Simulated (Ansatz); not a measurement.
CsBr (CsCl type, Pm-3m), plane-wave PAW PBE (Ansatz code): ε∞ = 2.93, cell volume 84.57 Å³. Infrared-active transverse modes:

```json
[
 {"ω_TO (cm⁻¹)": "55.0", "oscillator strength S_xx (e²/amu)": "0.03482"}
]
```

Question: Compute the static dielectric constant.

Answer: Each mode adds (4.921e7/V) S/ω²: 6.70. So ε0 = 9.63.

Question: What LO frequency does the Lyddane–Sachs–Teller relation give?

Answer: ω_LO = ω_TO √(ε0/ε∞) = 100 cm⁻¹.

The cell was relaxed with PBE under the symmetry of its start; phonons on a q-mesh show no instability. Spin–orbit coupling is left out wherever it is not named.

Potentials: the later of the program's two PAW sets.
